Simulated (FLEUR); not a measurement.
# C (Fd-3m) in FLEUR: notebook

One crystal, C, is run at these levels: RPBE; tasks: equation of state.

All numbers are computed with FLEUR MaX-R8.1 (patched build s14); they aren't measurements. Logs are shortened: lines on timing, memory, paths and dates and some standing lists are left out, and cuts for length are marked.

**What was measured.**

“Equation of state of cubic boron nitride at high pressures and temperatures”, 2007, arxiv:cond-mat/0702656 quotes, for a bulk crystal of C: bulk modulus 442 ± 5 GPa.

How close the calculation comes is told below.

## (1) The structure

It takes space group Fd-3m (No. 227, cubic). Conventional cell: a = 3.567 Å, b = 3.567 Å, c = 3.567 Å, α = 90.00°, β = 90.00°, γ = 90.00°. C (site symmetry -43m) has 4 C at 1.54 Å as nearest neighbours.

This isn't the form of C at room conditions, which is graphite.

## (2) Equation of state, RPBE, 5.33 Å³/atom (volume scaled by 0.94)

inp.xml reads:

```xml
<?xml version="1.0" encoding="UTF-8" standalone="no"?>
<fleurInput fleurInputVersion="0.39">
   <comment>
      C                                                                                                   
   </comment>
   <calculationSetup>
      <cutoffs Kmax="5.34" Gmax="16.6" GmaxXC="16.6" numbands="0"/>
      <scfLoop itmax="60" minDistance="0.00001" maxIterBroyd="15" imix="Anderson" alpha="0.05" precondParam="0.0" spinf="2.0"/>
      <coreElectrons ctail="T" frcor="F" kcrel="0" coretail_lmax="0"/>
      <xcFunctional name="Rpbe" relativisticCorrections="F"/>
      <magnetism jspins="1"/>
      <soc l_soc="F" theta="0.0" phi="0.0" spav="F"/>
      <expertModes spex="0" secvar="F"/>
      <geometryOptimization l_f="F" forcealpha="1.0" forcemix="BFGS" epsdisp="0.00001" epsforce="0.00001"/>
      <ldaU l_linMix="F" mixParam="0.05" spinf="1.0"/>
   </calculationSetup>
   <cell>
      <bzIntegration valenceElectrons="8.0" mode="hist" fermiSmearingEnergy="0.00183747">
         <kPointListSelection listName="default-1"/>
         <!-- k-points included here -->
         <xi:include xmlns:xi="http://www.w3.org/2001/XInclude" href="kpts.xml"> </xi:include>
      </bzIntegration>
      <!-- symmetry operations included here -->
      <xi:include xmlns:xi="http://www.w3.org/2001/XInclude" href="sym.xml"> </xi:include>
      <bulkLattice scale="0.9795861087">
         <bravaisMatrix>
            <row-1>    0.0000000000000000     3.3700808788279017     3.3700808788279017</row-1>
            <row-2>    3.3700808788279017     0.0000000000000000     3.3700808788279017</row-2>
            <row-3>    3.3700808788279017     3.3700808788279017     0.0000000000000000</row-3>
         </bravaisMatrix>
      </bulkLattice>
   </cell>
   <atomSpecies>
      <species name="Carbon (C)" element="C" atomicNumber="6">
         <mtSphere radius="1.31" gridPoints="447" logIncrement="0.023"/>
         <atomicCutoffs lmax="8" lnonsphr="6"/>
         <electronConfig flipSpins="F">
            <coreConfig>(1s1/2)</coreConfig>
            <valenceConfig>(2s1/2) (2p1/2) (2p3/2)</valenceConfig>
            <stateOccupation state="(2p1/2)" spinUp="0.333333" spinDown="0.333333"/>
            <stateOccupation state="(2p3/2)" spinUp="0.666667" spinDown="0.666667"/>
         </electronConfig>
         <energyParameters s="2" p="2" d="3" f="4"/>
         <lo type="SCLO" l="0" n="2" eDeriv="2"/>
         <lo type="SCLO" l="1" n="2" eDeriv="2"/>
         <lo type="SCLO" l="2" n="3" eDeriv="2"/>
      </species>
   </atomSpecies>
   <atomGroups>
      <atomGroup species="Carbon (C)">
         <relPos label="                   1">-3.000/8.000 -3.000/8.000 -3.000/8.000</relPos>
         <relPos label="                   2">3.000/8.000 3.000/8.000 3.000/8.000</relPos>
         <force calculate="T" relaxXYZ="TTT"/>
      </atomGroup>
   </atomGroups>
   <output dos="F" band="F" slice="F">
      <checks vchk="F" cdinf="F"/>
      <bandDOS minEnergy="-.5*Htr" maxEnergy="0.5*Htr" sigma="0.015" storeEVData="T"/>
      <vacuumDOS vacdos="F" integ="F" star="F" nstars="0" locx1="0.0" locy1="0.0" locx2="0.0" locy2="0.0" nstm="0" tworkf="0.0"/>
      <unfoldingBand unfoldBand="F" supercellX="1" supercellY="1" supercellZ="1"/>
      <plotting iplot="0" polar="F">
         <plot TwoD="T" vec1="  1.0  0.0  0.0" vec2="  0.0  1.0  0.0" vec3="  0.0  0.0  1.0" zero="  0.0  0.0  0.0" file="plot"/>
      </plotting>
      <chargeDensitySlicing numkpt="0" minEigenval="0.0" maxEigenval="0.0" nnne="0" pallst="F"/>
      <specialOutput eonly="F"/>
      <magneticCircularDichroism mcd="F" energyLo="-10.0" energyUp="0.0"/>
   </output>
  <!-- We include the file relax.xml here to enable relaxations (see documentation) -->
  <xi:include xmlns:xi="http://www.w3.org/2001/XInclude" href="relax.xml"> <xi:fallback/> </xi:include>
</fleurInput>
```

Potentials or basis: all-electron, FLAPW.

Command:

```
$ inpgen -f crystal.txt -profile fastHighL
$ # inp.xml edited to the form shown
$ fleur
```

The log of the run:

```text
Welcome to FLEUR        (www.flapw.de)
      MaX-Release 8.1          (www.max-centre.eu)

 ========== k-point set info ==========
 Selected k-point list: default-1
 k-point list type: mesh
 13 x 13 x 13
 Number of k points: 84

 ------------Calculation Setup---------------------------
 Number of OMP-threads    :            1
 Number of basis functions:          224
 Approximate size of matrices (H+S) per k-point:         0.001 GB
 --------------------------------------------------------
 Iteration:     1   Distance:      27.55563983 me/bohr^3
 Iteration:     2   Distance:      25.99467886 me/bohr^3
 Iteration:     3   Distance:       3.56061014 me/bohr^3
 Iteration:     4   Distance:       2.71882996 me/bohr^3
 Iteration:     5   Distance:       0.33281104 me/bohr^3
 Iteration:     6   Distance:       0.27031251 me/bohr^3
 Iteration:     7   Distance:       0.04162093 me/bohr^3
 Iteration:     8   Distance:       0.01619422 me/bohr^3
 Iteration:     9   Distance:       0.00270178 me/bohr^3
 Iteration:    10   Distance:       0.00045823 me/bohr^3
 Iteration:    11   Distance:       0.00012218 me/bohr^3
 Iteration:    12   Distance:       0.00000233 me/bohr^3

 ********************************************************************
 Run finished successfully
 Stop message:
   all done
 ********************************************************************
```

out.xml (last iteration):

```text
<iteration numberForCurrentRun="   12" overallNumber="   12">
         <energyParameters units="Htr">
            <atomicEP atomType="1" spin="1" branch="2s" branchLowest="-9.25" branchHighest="3.12" value="-0.2839440455"/>
            <atomicEP atomType="1" spin="1" branch="2p" branchLowest="-9.99" branchHighest="2.60" value="-0.0921666219"/>
            <atomicEP atomType="1" spin="1" branch="3d" branchLowest="-9.99" branchHighest="7.44" value="0.1070352538"/>
            <atomicEP atomType="1" spin="1" branch="4f" branchLowest="-9.99" branchHighest="12.39" value="0.2667751500"/>
            <loAtomicEP atomType="1" spin="1" branch="2s" branchLowest="-9.25" branchHighest="3.12" value="-0.2839440455"/>
            <loAtomicEP atomType="1" spin="1" branch="2p" branchLowest="-9.99" branchHighest="2.60" value="-0.0921776779"/>
            <loAtomicEP atomType="1" spin="1" branch="3d" branchLowest="-9.99" branchHighest="7.44" value="0.1070342410"/>
         </energyParameters>
         <eigenvalues>
            <eigenvaluesAt spin="1" ikpt="1" k_x="0.00000000" k_y="0.00000000" k_z="0.00000000">
                      -0.3134197424        0.5105622263        0.5105622263        0.5105622263        0.7262620594
                       0.7262620594        0.7262620594
            </eigenvaluesAt>
            <eigenvaluesAt spin="1" ikpt="2" k_x="0.00000000" k_y="0.00000000" k_z="0.07692308">
                      -0.3071467983        0.4692280640        0.4996368202        0.4996368202        0.7406462263
                       0.7406462263        0.7515880829
            </eigenvaluesAt>
            <eigenvaluesAt spin="1" ikpt="3" k_x="0.00000000" k_y="0.00000000" k_z="0.15384615">
                      -0.2883872502        0.3816357559        0.4750848589        0.4750848589        0.7731409788
                       0.7731409788        0.7937585792
            </eigenvaluesAt>
            <eigenvaluesAt spin="1" ikpt="4" k_x="0.00000000" k_y="0.00000000" k_z="0.23076923">
                      -0.2573524370        0.2815206497        0.4485610307        0.4485610307        0.8056334476
                       0.8056334476        0.8263806129
            </eigenvaluesAt>
         </eigenvalues>
         <bandgap value="4.3940253109" units="eV"/>
         <sumValenceSingleParticleEnergies value="1.3192102458" units="Htr"/>
         <FermiEnergy value="0.5105622263" units="Htr"/>
         <valenceDensity>
            <mtCharges spin="1">
               <mtCharge atomType="1" total="2.0175657" s="0.6191510" p="1.3631747" d="0.0316592" f="0.0029669"/>
            </mtCharges>
            <spinDependentCharge spin="1" total="8.0000000" interstitial="3.9648686" mtSpheres="4.0351314"/>
            <totalCharge value="8.0000000000"/>
         </valenceDensity>
         <coreStates atomType="     1" atomicNumber="  6" spin="1" kinEnergy="     32.1350369205" eigValSum="    -18.5031587241" lostElectrons=" 0.000256">
            <state n="1" l="0" j="0.5" energy="-9.2515793620" weight="1.0000000000"/>
         </coreStates>
         <allElectronCharges>
            <spinDependentCharge spin="1" total="12.0000000" interstitial="3.9653778" mtSpheres="8.0346222"/>
            <totalCharge value="11.9999999973"/>
         </allElectronCharges>
         <totalEnergy                                    value="      -76.2848196073" units="Htr">
            <sumOfEigenvalues                            value="      -35.6871072024">
               <coreElectrons value="-37.0063174482"/>
               <valenceElectrons value="1.3192102458"/>
            </sumOfEigenvalues>
            <densityCoulombPotentialIntegral value="-98.2902638531"/>
            <densityEffectivePotentialIntegral value="-112.2330228251"/>
            <chargeDenXCDenIntegral value="-11.0298002532"/>
            <FockExchangeEnergyValence value="0.0000000000"/>
            <FockExchangeEnergyCore value="0.0000000000"/>
            <atomTypeDependentContributions atomType="1">
               <electronNucleiInteractionDifferentMTs value="83.3569252358"/>
               <MadelungTerm value="-9.2988778144"/>
            </atomTypeDependentContributions>
            <tkbTimesEntropy value="0.0000000000"/>
            <freeEnergy value="-76.2848196073"/>
            <extrapolationTo0K value="-76.2848196073"/>
         </totalEnergy>
         <densityConvergence units="me/bohr^3">
            <chargeDensity spin="1" distance="0.0000023349"/>
         </densityConvergence>
      </iteration>
```

It took 8.5 s on 1 thread of INTEL XEON PLATINUM 8581C at 2.10GHz (Emerald Rapids), shared host; peak memory 0.09 GiB.

Results:

| Item | Value |
| --- | --- |
| Free energy | -2075.8157 eV |
| Band gap on the k mesh | 4.39 eV, indirect (least direct gap 5.87 eV) |
| Valence electrons inside the program's atomic spheres | C 2.02 (radii C 1.31 bohr) |

Caveat: an odd mesh through Γ misses points on the zone boundary, where band edges often lie.

## (3) Equation of state, RPBE, 5.44 Å³/atom (volume scaled by 0.96)

inp.xml, as its differences from that of step 2:

```diff
@@ -24,3 +24,3 @@
       <xi:include xmlns:xi="http://www.w3.org/2001/XInclude" href="sym.xml"> </xi:include>
-      <bulkLattice scale="0.9795861087">
+      <bulkLattice scale="0.9864848297">
          <bravaisMatrix>
```

Potentials or basis: all-electron, FLAPW.

Command:

```
$ inpgen -f crystal.txt -profile fastHighL
$ # inp.xml edited to the form shown
$ fleur
```

It took 8.4 s on 1 thread of INTEL XEON PLATINUM 8581C at 2.10GHz (Emerald Rapids), shared host; peak memory 0.09 GiB.

It converged, with:

| Property | Result |
| --- | --- |
| Free energy | -2075.8627 eV |
| Band gap on the k mesh | 4.35 eV, indirect (least direct gap 5.81 eV) |
| Valence electrons inside the program's atomic spheres | C 2.00 (radii C 1.31 bohr) |

Caveat: an odd mesh through Γ misses points on the zone boundary, where band edges often lie.

## (4) Equation of state, RPBE, 5.67 Å³/atom

inp.xml, as its differences from that of step 3:

```diff
@@ -24,3 +24,3 @@
       <xi:include xmlns:xi="http://www.w3.org/2001/XInclude" href="sym.xml"> </xi:include>
-      <bulkLattice scale="0.9864848297">
+      <bulkLattice scale="1.0000000000">
          <bravaisMatrix>
```

Command:

```
$ inpgen -f crystal.txt -profile fastHighL
$ # inp.xml edited to the form shown
$ fleur
```

Wall time 8.6 s (1 thread of INTEL XEON PLATINUM 8581C at 2.10GHz (Emerald Rapids), shared host); peak memory 0.09 GiB.

The run converged. Its results:

* Free energy: -2075.9120 eV
* Band gap on the k mesh: 4.27 eV, indirect (least direct gap 5.70 eV)
* Valence electrons inside the program's atomic spheres: C 1.96 (radii C 1.31 bohr)

Caveat: an odd mesh through Γ misses points on the zone boundary, where band edges often lie.

## (5) Equation of state, RPBE, 5.90 Å³/atom (volume scaled by 1.04)

inp.xml, as its differences from that of step 4:

```diff
@@ -24,3 +24,3 @@
       <xi:include xmlns:xi="http://www.w3.org/2001/XInclude" href="sym.xml"> </xi:include>
-      <bulkLattice scale="1.0000000000">
+      <bulkLattice scale="1.0131594038">
          <bravaisMatrix>
```

Command:

```
$ inpgen -f crystal.txt -profile fastHighL
$ # inp.xml edited to the form shown
$ fleur
```

It took 9.2 s on 1 thread of INTEL XEON PLATINUM 8581C at 2.10GHz (Emerald Rapids), shared host; peak memory 0.09 GiB.

Results (log left out):

| Property | Result |
| --- | --- |
| Free energy | -2075.9104 eV |
| Band gap on the k mesh | 4.19 eV, indirect (least direct gap 5.59 eV) |
| Valence electrons inside the program's atomic spheres | C 1.92 (radii C 1.31 bohr) |

Caveat: an odd mesh through Γ misses points on the zone boundary, where band edges often lie.

## (6) Equation of state, RPBE, 6.01 Å³/atom (volume scaled by 1.06)

inp.xml, as its differences from that of step 5:

```diff
@@ -24,3 +24,3 @@
       <xi:include xmlns:xi="http://www.w3.org/2001/XInclude" href="sym.xml"> </xi:include>
-      <bulkLattice scale="1.0131594038">
+      <bulkLattice scale="1.0196128224">
          <bravaisMatrix>
```

Potentials or basis: all-electron, FLAPW.

Command:

```
$ inpgen -f crystal.txt -profile fastHighL
$ # inp.xml edited to the form shown
$ fleur
```

It took 9.6 s on 1 thread of INTEL XEON PLATINUM 8581C at 2.10GHz (Emerald Rapids), shared host; peak memory 0.09 GiB.

It converged, with:

| Item | Value |
| --- | --- |
| Free energy | -2075.8932 eV |
| Band gap on the k mesh | 4.16 eV, indirect (least direct gap 5.54 eV) |
| Valence electrons inside the program's atomic spheres | C 1.91 (radii C 1.31 bohr) |

Caveat: an odd mesh through Γ misses points on the zone boundary, where band edges often lie.

## (7) Equation of state, RPBE

No new run: the results of the series are fitted here.

What came out:

| Item | Value |
| --- | --- |
| Equilibrium volume | 5.78 Å³/atom |
| Bulk modulus | 420 GPa |
| Pressure derivative of the bulk modulus | 3.7 (rough: it moves with the points fitted) |

Energy against volume, from the lowest point:
```tsv
volume (Å³/atom)	energy (meV/atom)
5.332	48.15
5.445	24.66
5.672	0.00
5.899	0.78
6.012	9.40
```

## (8) Comparison with measurements

Step 7. Against the measured bulk modulus of C, 442 GPa (quoted in “Equation of state of cubic boron nitride at high pressures and temperatures”, 2007, arxiv:cond-mat/0702656), the calculated 420 GPa is off by -5.0 %. 3 values of this kind are on record (442 to 444.8 GPa); this one was drawn at random among those near their median, those with a stated uncertainty first. The fit is for a static lattice scaled at fixed shape and fixed fractional positions. The cell as given is a measured one (5.67 Å³/atom); RPBE puts the equilibrium volume +1.8 % from it, thermal expansion not counted.
